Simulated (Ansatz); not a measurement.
Sn: equation of state with PBEsol

Sn:

```
CELL_PARAMETERS angstrom
-1.90056 1.90652 1.88773
1.88243 -1.93599 1.89908
1.87869 1.91413 -1.91721
ATOMIC_POSITIONS crystal
Sn 0.04921 0.06039 0.03181
```

This isn't the form of Sn at room conditions, which is tetragonal (white tin).

```yaml
Program: Ansatz 0.2.0
Task: equation of state
Functional: PBEsol
Potentials_or_basis: all-electron LAPW, relativistic spinors
Basis_error_allowed: 0.001 eV/atom
k_mesh: 7 × 7 × 7
Occupations: methfessel-paxton, width 0.1 eV
Spin: spin-orbit coupling, no magnetisation
```

The equilibrium volume is 26.35 Å³/atom and the bulk modulus at fixed shape and positions is 58 GPa. The pressure derivative of the bulk modulus is 4.7.

Energy against volume, from the lowest point:
```
volume (Å³/atom)  energy (meV/atom)
          25.573               4.02
          26.117               0.00
          26.661               0.26
          27.205               4.31
          27.749              11.73
          28.293              22.16
          28.837              35.26
```

All runs of the series together: 11 min on 1 thread of Arm Neoverse V1, with other jobs on the host.

Caveat: the cell was scaled at fixed shape and fractional positions, which overstates the stiffness of a crystal with free parameters, most of all of layers and chains.
